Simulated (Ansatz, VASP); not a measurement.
# InAs: 3 runs at one level of theory

The starting cell:

```
In As
1.0
     0.00000    3.01800    3.01800
     3.01800    0.00000    3.01800
     3.01800    3.01800    0.00000
In As
1 1
Cartesian
  0.0000 0.0000 0.0000
  4.5270 4.5270 4.5270
```

Alike in all runs: task relaxation of cell and atoms; functional BLYP; dispersion D3(BJ); k mesh 8 × 8 × 8; occupations fermi-dirac, width 0.05 eV; no spin polarisation; no spin-orbit coupling.

| program and potentials | plane-wave cutoff (eV) | notes | equilibrium volume (Å³/atom) |
| --- | --- | --- | --- |
| Ansatz, Ansatz PAW | 420 | potentials made for PBE, which Ansatz adapts in part; 14 valence electrons an atom on average | 28.70 |
| VASP, PBE PAW files As, In_d, 600 eV | 600 | potentials made for PBE; 9 valence electrons an atom on average | 28.76 |
| Ansatz, all-electron LAPW, scalar-relativistic | - | - | 28.67 |

The equilibrium volume spans 28.67 (Ansatz, all-electron LAPW, scalar-relativistic) to 28.76 Å³/atom (VASP, PBE PAW files As, In_d, 600 eV), with all-electron results at 28.67. Some sets were made for another functional than the one run, which can shift their rows. Relaxations stop with a little pressure left, so the last digit of a volume isn't settled.

Differences between rows come from potentials, basis sets and numerical settings, since the functional is the same but for its coding. Runs on potential files found faulty are left out.
